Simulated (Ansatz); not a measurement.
Runs of Ansatz 0.2.0 on Sn. The structure is cubic, space group Fd-3m (No. 227). The conventional cell has a = 6.467 Å, b = 6.467 Å, c = 6.467 Å, α = 90.00°, β = 90.00°, γ = 90.00°. Sn (site symmetry -43m) has 4 Sn at 2.80 Å as nearest neighbours. This isn't the form of Sn at room conditions, which is tetragonal (white tin).

```csv
potentials or basis,spin,k mesh,cutoff (eV),basis error allowed,pressure (GPa)
"all-electron LAPW, relativistic spinors","SOC, no magnetisation",5 × 5 × 5,257,0.001 eV/atom,1.6
"all-electron LAPW, non-relativistic",off,7 × 7 × 7,257,0.001 eV/atom,(a)
"all-electron LAPW, scalar-relativistic",off,7 × 7 × 7,257,0.001 eV/atom,1.5
all-electron PAW datasets made for the crystal,off,7 × 7 × 7,240,-,1.5
"all-electron LAPW, scalar-relativistic",off,5 × 5 × 5,257,0.001 eV/atom,1.8
"all-electron LAPW, inner shells corrected to Dirac's equation",off,7 × 7 × 7,257,0.001 eV/atom,1.6
```

Alike in all rows: task band structure; level PBEsol; cell as given; smearing fermi-dirac 0.05 eV.

Question: Estimate the missing entries.

Answer: (a) 2.3.

Caveats: the k mesh is thin for a metal, which can move the energy by tens of meV per atom (some runs); relativity is left out, which matters for the heavier elements (some runs).

The runs don't all hold the same shells in valence.
